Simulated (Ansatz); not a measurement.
**SiC under strain — quadrupolar parameters**

The cell is a structure deposited in the COD, relaxed with PBE at fixed cell and then changed (z compressed by 2 %, ions relaxed).

```xyz
2
Lattice="0.0000 2.1790 2.1354 2.1790 0.0000 2.1354 2.1790 2.1790 0.0000" Properties=species:S:1:pos:R:3 pbc="T T T"
Si    0.0000    0.0000    0.0000
C     1.0895    1.0895    1.0677
```

Atom numbers follow the list; atoms alike are taken as one site, whose name carries the number of the first.

Level of theory: DFT, PBE, plane waves and PAW, scalar-relativistic, 420 eV cutoff, Γ-centred 17×17×17 k-points, Fermi–Dirac smearing 0.02 eV (Ansatz 0.2.0).

C_Q = eQV_zz/h, which is 24.18 MHz for Q = 1 b and V_zz = 10²¹ V/m²; η = (V_xx − V_yy)/V_zz.

| site | atoms (order as listed) | first shell | V_xx, V_yy, V_zz (10²¹ V/m²) | η | C_Q (MHz) |
| --- | --- | --- | --- | --- | --- |
| Si | 1 | 4 C at 1.87 Å | -0.13, -0.13, 0.26 | 0.00 | – |
| C | 2 | 4 Si at 1.87 Å | 0.069, 0.069, -0.14 | 0.00 | – |

An axis of threefold or higher order runs through Si and C, so V_zz lies along it and η is zero.

Si, C have no stable isotope with a ground-state quadrupole moment in the table, so no C_Q is given.

At this changed cell the PBE pressure is 8 GPa.

The relaxation (1 step) took 7.2 s of wall time (7.2 s of CPU time) and 0.5 GiB at its peak, on 1 thread of Intel Xeon Platinum 8488C (Sapphire Rapids) (x86_64; 16 cores open to the job, memory cap 3.0 GiB, no GPU), a shared host with a load of 0.3 a core.
